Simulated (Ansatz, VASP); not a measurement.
# Cross-check of NaHgF3 between VASP and Ansatz

Wanted: the spread between two codes on one cell, functional and k mesh. The cell is generated by rule, not measured, and may not be a known phase. The cell is taken from a series of runs on this material, whose earlier steps may have relaxed, scaled, displaced or heated it; both programs get it as it stands.

Main program and level: Ansatz 0.2.0; plane waves, with VASP 6.6.1 beside it; zone-centre phonons at PBEsol.

The structure was built from a prototype and need not be the compound's stable phase.

**1. The starting structure**

The structure is tetragonal, space group P4mm (No. 99). Conventional cell: a = 4.446 Å, b = 4.446 Å, c = 4.541 Å, α = 90.00°, β = 90.00°, γ = 90.00°. Nearest to Na lie 4 F at 2.37 Å. Nearest to Hg lie 6 F at 2.16 to 2.38 Å. Nearest to F lie 2 Hg at 2.29 Å and 2 Na at 2.37 Å. Nearest to F lie 2 Hg at 2.16 to 2.38 Å. Farther neighbours and most contacts between anions are not listed.

**2. VASP: zone-centre phonons, PBEsol**

Second derivatives magnify differences that forces hide, and they need a tight electronic threshold.

Lines of VASP's logs that name or quote its potential files are left out, and so is its time.

INCAR reads:

```
SYSTEM = NaHgF3
PREC = Accurate
ENCUT = 600
EDIFF = 1E-08
NELM = 120
ISMEAR = 0
SIGMA = 0.01
LREAL = .FALSE.
ALGO = Normal
GGA = PS
NBANDS = 26
LORBIT = 11
LWAVE = .FALSE.
LCHARG = .FALSE.
ISIF = 2
IBRION = 8
LEPSILON = .TRUE.
LASPH = .TRUE.
GGA_COMPAT = .FALSE.
EFERMI = MIDGAP
KPAR = 2
```

POSCAR reads:

```
NaHgF3
1.0
    4.4461214028      0.0000000000      0.0000000000
    0.0000000000      4.4461214028      0.0000000000
    0.0000000000      0.0000000000      4.5408483738
Na Hg F
1 1 3
Direct
    0.5000000000      0.5000000000      0.7966646516
    0.0000000000      0.0000000000      0.4981430869
    0.5000000000      0.0000000000      0.6171989223
    0.0000000000      0.0000000000      0.0213612440
    0.0000000000      0.5000000000      0.6171989223
```

KPOINTS reads:

```
Automatic mesh
0
Gamma
6 6 6
0 0 0
```

PAW data sets: Na_pv, Hg and F (PBE family, release 64).

Started as:

```
mpirun -np 2 vasp_std
```

Numbers of over 12 decimals in the logs are rounded to 6 here.

Log:

```text
[banner, memory and clock lines left out]
running    2 mpi-ranks, on    1 nodes
 distrk:  each k-point on    1 cores,    2 groups
 distr:  one band on    1 cores,    1 groups

 POSCAR found type information on POSCAR NaHgF
 POSCAR found :  3 types and       5 ions
|                                                                             |
|               ----> ADVICE to this user running VASP <----                  |
|                                                                             |
|     You enforced a specific xc type in the INCAR file but a different       |
|     [... a line on the potential file left out ...]
|     I HOPE YOU KNOW WHAT YOU ARE DOING!                                     |
|                                                                             |

 LDA part: xc-table for (Slater+PW92), standard interpolation
 POSCAR, INCAR and KPOINTS ok, starting setup
 FFT: planning ... GRIDC
 FFT: planning ... GRID_SOFT
 FFT: planning ... GRID
 WAVECAR not read
 entering main loop
       N       E                     dE             d eps       ncg     rms          rms(c)
DAV:   1     0.416414941728E+03    0.41641E+03   -0.22207E+04  2080   0.175E+03
DAV:   2     0.167670584610E+02   -0.39965E+03   -0.38151E+03  2320   0.444E+02
DAV:   3    -0.188545314949E+02   -0.35622E+02   -0.35317E+02  2328   0.140E+02
DAV:   4    -0.195492880748E+02   -0.69476E+00   -0.69308E+00  2374   0.208E+01
DAV:   5    -0.195590263011E+02   -0.97382E-02   -0.97342E-02  2374   0.244E+00    0.130E+01
DAV:   6    -0.169773327941E+02    0.25817E+01   -0.88471E+00  2856   0.322E+01    0.982E+00
DAV:   7    -0.169221989370E+02    0.55134E-01   -0.74021E-01  2164   0.754E+00    0.652E+00
DAV:   8    -0.168896522050E+02    0.32547E-01   -0.25130E-01  2506   0.471E+00    0.955E-01
DAV:   9    -0.168819700034E+02    0.76822E-02   -0.51448E-02  2444   0.225E+00    0.242E-01
DAV:  10    -0.168841924817E+02   -0.22225E-02   -0.39282E-03  2138   0.742E-01    0.160E-01
DAV:  11    -0.168854457369E+02   -0.12533E-02   -0.47066E-04  2170   0.173E-01    0.712E-02
DAV:  12    -0.168864105124E+02   -0.96478E-03   -0.58685E-04  2230   0.214E-01    0.245E-02
DAV:  13    -0.168864588423E+02   -0.48330E-04   -0.51322E-05  2362   0.738E-02    0.150E-02
DAV:  14    -0.168864661746E+02   -0.73322E-05   -0.95041E-06  2154   0.290E-02    0.416E-03
DAV:  15    -0.168864664615E+02   -0.28695E-06   -0.89218E-07  2580   0.803E-03    0.159E-03
DAV:  16    -0.168864665323E+02   -0.70739E-07   -0.11471E-07  2156   0.313E-03    0.757E-04
DAV:  17    -0.168864665371E+02   -0.48308E-08   -0.12941E-08  1758   0.111E-03
   1 F= -.16886467E+02 E0= -.16886467E+02  d E =0.000000E+00
 Linear response reoptimize wavefunctions to high precision
DAV:   1    -0.168864665382E+02   -0.10987E-08   -0.26779E-09  1686   0.502E-04
DAV:   2    -0.168864665382E+02   -0.20009E-10   -0.34766E-10  1240   0.171E-04
 Linear response G [H, r] |phi>, progress :
  Direction:   1
       N       E                     dE             d eps       ncg     rms
RMM:   1    -0.154675878713E+03   -0.15468E+03   -0.67683E+01  4489   0.117E+02
RMM:   2    -0.153151165517E+03    0.15247E+01   -0.10975E+01  3502   0.253E+01
RMM:   3    -0.153241643903E+03   -0.90478E-01   -0.92804E-01  4054   0.694E+00
RMM:   4    -0.153251724111E+03   -0.10080E-01   -0.63065E-02  4110   0.149E+00
RMM:   5    -0.153252468700E+03   -0.74459E-03   -0.15809E-03  4153   0.242E-01
RMM:   6    -0.153252479599E+03   -0.10899E-04   -0.96469E-05  4149   0.495E-02
RMM:   7    -0.153252477405E+03    0.21942E-05    0.66733E-06  4206   0.112E-02
RMM:   8    -0.153252475995E+03    0.14100E-05    0.21131E-05  4196   0.318E-03
RMM:   9    -0.153252476012E+03   -0.17293E-07    0.21270E-05  3897   0.169E-03
RMM:  10    -0.153252475918E+03    0.93646E-07    0.34942E-05  3205   0.139E-03
RMM:  11    -0.153252476729E+03   -0.81058E-06    0.11226E-04  2630   0.135E-03
RMM:  12    -0.153252476301E+03    0.42808E-06    0.20148E-04  2466   0.134E-03
RMM:  13    -0.153252476449E+03   -0.14866E-06    0.15285E-04  2433   0.133E-03
 Linear response G [H, r] |phi>, progress :
  Direction:   2
       N       E                     dE             d eps       ncg     rms
RMM:   1    -0.153416755838E+03   -0.15342E+03   -0.71441E+01  4451   0.119E+02
RMM:   2    -0.154198797288E+03   -0.78204E+00   -0.12354E+01  3453   0.271E+01
RMM:   3    -0.154299242312E+03   -0.10045E+00   -0.11340E+00  4097   0.720E+00
RMM:   4    -0.154306145929E+03   -0.69036E-02   -0.39965E-02  4045   0.117E+00
RMM:   5    -0.154306629903E+03   -0.48397E-03   -0.18221E-03  4172   0.257E-01
RMM:   6    -0.154306651335E+03   -0.21432E-04   -0.16177E-04  4111   0.424E-02
RMM:   7    -0.154306649961E+03    0.13743E-05   -0.85184E-05  4220   0.120E-02
RMM:   8    -0.154306649760E+03    0.20134E-06   -0.84877E-05  4118   0.310E-03
[...]
RMM:  13    -0.384351583165E+00   -0.61269E-08   -0.12023E-08  7799   0.355E-05    0.732E-07
 first order change of Fermi-energy   0.24549E-04
 force on displaced ion       2 direction 1 :  -7.188   0.000   0.000
 Born effective charge ion    2 direction 1 :   2.458   0.000   0.000
 Linear response progress:
  Degree of freedom:   4/  9
       N       E                     dE             d eps       ncg     rms          rms(c)
[...]
RMM:   1    -0.544339622272E+00   -0.54434E+00    0.59508E-01  7630   0.380E+00
RMM:   2    -0.536883903470E+00    0.74557E-02   -0.15504E-02  7306   0.829E-01    0.899E-02
RMM:   3    -0.537927568651E+00   -0.10437E-02   -0.12273E-03  7563   0.198E-01    0.522E-02
RMM:   4    -0.539369413145E+00   -0.14418E-02   -0.22422E-04  6316   0.804E-02    0.888E-03
RMM:   5    -0.539426268315E+00   -0.56855E-04   -0.12160E-05  7934   0.221E-02    0.336E-03
RMM:   6    -0.539336226058E+00    0.90042E-04   -0.10509E-06  6968   0.606E-03    0.863E-04
RMM:   7    -0.539348664261E+00   -0.12438E-04   -0.15477E-07  7623   0.231E-03    0.426E-04
RMM:   8    -0.539334866276E+00    0.13798E-04   -0.20105E-08  7103   0.810E-04    0.802E-05
RMM:   9    -0.539336744399E+00   -0.18781E-05   -0.48670E-09  7471   0.312E-04    0.174E-05
RMM:  10    -0.539336341060E+00    0.40334E-06   -0.58828E-09  8277   0.115E-04    0.124E-05
RMM:  11    -0.539336445123E+00   -0.10406E-06    0.20035E-08  7797   0.681E-05    0.397E-06
RMM:  12    -0.539336512916E+00   -0.67793E-07    0.42573E-09  8223   0.548E-05    0.171E-06
RMM:  13    -0.539336460991E+00    0.51925E-07   -0.57989E-09  7480   0.496E-05    0.563E-07
RMM:  14    -0.539336461363E+00   -0.37188E-09    0.12139E-08  6608   0.475E-05    0.166E-07
 first order change of Fermi-energy   0.24767E-04
 force on displaced ion       3 direction 2 :   0.000  -1.463  -0.000
 Born effective charge ion    3 direction 2 :   0.000  -0.823   0.000
 Linear response progress:
  Degree of freedom:   7/  9
       N       E                     dE             d eps       ncg     rms          rms(c)
RMM:   1    -0.541000305240E+00   -0.54100E+00    0.60843E-01  5954   0.392E+00
RMM:   2    -0.536863377909E+00    0.41369E-02   -0.12849E-02  5834   0.765E-01    0.140E-01
RMM:   3    -0.537861868684E+00   -0.99849E-03   -0.77732E-04  5858   0.178E-01    0.789E-02
RMM:   4    -0.538972828184E+00   -0.11110E-02   -0.13707E-04  5214   0.730E-02    0.195E-02
RMM:   5    -0.539204774738E+00   -0.23195E-03   -0.14575E-05  6294   0.265E-02    0.594E-03
RMM:   6    -0.539188898229E+00    0.15877E-04   -0.14442E-06  5852   0.930E-03    0.223E-03
RMM:   7    -0.539168509982E+00    0.20388E-04   -0.27311E-07  6211   0.321E-03    0.108E-03
RMM:   8    -0.539153832227E+00    0.14678E-04   -0.77573E-08  5984   0.158E-03    0.465E-04
RMM:   9    -0.539152002190E+00    0.18300E-05    0.13406E-08  6095   0.688E-04    0.182E-04
RMM:  10    -0.539152847264E+00   -0.84507E-06    0.27134E-08  6326   0.300E-04    0.936E-05
RMM:  11    -0.539153580136E+00   -0.73287E-06   -0.46676E-08  6032   0.196E-04    0.262E-05
RMM:  12    -0.539153462400E+00    0.11774E-06    0.75744E-08  6331   0.101E-04    0.115E-05
RMM:  13    -0.539153566104E+00   -0.10370E-06   -0.36145E-09  6360   0.713E-05    0.363E-06
RMM:  14    -0.539153521635E+00    0.44468E-07    0.39426E-08  6353   0.568E-05    0.109E-06
RMM:  15    -0.539153529256E+00   -0.76204E-08    0.43184E-09  6085   0.515E-05    0.442E-07
 first order change of Fermi-energy  -0.64786E+00
 force on displaced ion       3 direction 3 :   0.000   0.000  -1.261
 Born effective charge ion    3 direction 3 :   0.000   0.000  -0.770
 Linear response progress:
  Degree of freedom:   8/  9
       N       E                     dE             d eps       ncg     rms          rms(c)
RMM:   1    -0.540211099345E+00   -0.54021E+00    0.58489E-01  7332   0.327E+00
RMM:   2    -0.537386702884E+00    0.28244E-02   -0.65747E-03  7286   0.482E-01    0.111E-01
RMM:   3    -0.538327543782E+00   -0.94084E-03   -0.40773E-04  7198   0.115E-01    0.662E-02
RMM:   4    -0.539630236877E+00   -0.13027E-02   -0.13730E-04  6393   0.647E-02    0.648E-03
RMM:   5    -0.539623153974E+00    0.70829E-05   -0.63291E-06  7885   0.160E-02    0.271E-03
RMM:   6    -0.539574504592E+00    0.48649E-04   -0.63431E-07  7288   0.521E-03    0.740E-04
RMM:   7    -0.539579941698E+00   -0.54371E-05   -0.11957E-07  7778   0.211E-03    0.223E-04
RMM:   8    -0.539575453049E+00    0.44886E-05   -0.81338E-09  7932   0.553E-04    0.835E-05
RMM:   9    -0.539576738205E+00   -0.12852E-05   -0.73068E-10  7875   0.198E-04    0.276E-05
RMM:  10    -0.539577183538E+00   -0.44533E-06    0.29726E-10  8115   0.854E-05    0.979E-06
RMM:  11    -0.539576924971E+00    0.25857E-06    0.13697E-08  7781   0.456E-05    0.414E-06
RMM:  12    -0.539577000435E+00   -0.75464E-07    0.14324E-08  7783   0.366E-05    0.132E-06
RMM:  13    -0.539577011227E+00   -0.10792E-07   -0.98875E-09  7577   0.288E-05    0.659E-07
RMM:  14    -0.539577010396E+00    0.83082E-09    0.11071E-08  6213   0.274E-05    0.981E-08
 first order change of Fermi-energy   0.31101E-05
 force on displaced ion       4 direction 1 :  -0.195   0.000  -0.000
 Born effective charge ion    4 direction 1 :  -0.734   0.000   0.000
 Linear response progress:
  Degree of freedom:   9/  9
       N       E                     dE             d eps       ncg     rms          rms(c)
RMM:   1    -0.534262281069E+00   -0.53426E+00    0.79434E-01  3643   0.346E+00
RMM:   2    -0.532898258353E+00    0.13640E-02   -0.79464E-03  3559   0.551E-01    0.251E-01
RMM:   3    -0.533742841541E+00   -0.84458E-03   -0.73354E-04  3539   0.151E-01    0.135E-01
RMM:   4    -0.534698262017E+00   -0.95542E-03   -0.25508E-04  3326   0.820E-02    0.230E-02
RMM:   5    -0.534730871467E+00   -0.32609E-04   -0.11887E-05  3975   0.218E-02    0.791E-03
RMM:   6    -0.534683254146E+00    0.47617E-04   -0.14913E-06  3729   0.690E-03    0.178E-03
RMM:   7    -0.534665670046E+00    0.17584E-04   -0.11112E-07  3781   0.214E-03    0.539E-04
RMM:   8    -0.534665752969E+00   -0.82923E-07   -0.15656E-08  3644   0.736E-04    0.179E-04
RMM:   9    -0.534665689711E+00    0.63258E-07   -0.59519E-09  3783   0.279E-04    0.519E-05
RMM:  10    -0.534665676361E+00    0.13349E-07    0.21837E-09  3985   0.125E-04    0.184E-05
RMM:  11    -0.534665776581E+00   -0.10022E-06   -0.52315E-09  3955   0.502E-05    0.723E-06
RMM:  12    -0.534665761653E+00    0.14928E-07   -0.10600E-08  3894   0.359E-05    0.556E-06
RMM:  13    -0.534665729092E+00    0.32562E-07   -0.43404E-09  3828   0.319E-05    0.103E-06
RMM:  14    -0.534665737286E+00   -0.81944E-08   -0.12976E-09  3780   0.280E-05    0.642E-07
 first order change of Fermi-energy   0.11489E+00
 force on displaced ion       4 direction 3 :   0.000  -0.000 -10.510
 Born effective charge ion    4 direction 3 :   0.000   0.000  -2.118
 Born effective charges drift removed
 Linear response finished
```

(Part 1 of 3 ends here.)

[Lines on the potential files, build, host, timing and source positions are cut from VASP's logs without a mark.]

[Logs are printed without paths, hosts, clocks, repeated set-up lines and the standing remarks that a program may print on its own settings, such as how far it seeks lower states.]

[Hosts, paths, dates, database ids (printed as entryN), source tags and the programs' standing remarks are cut or masked in the printed files.]
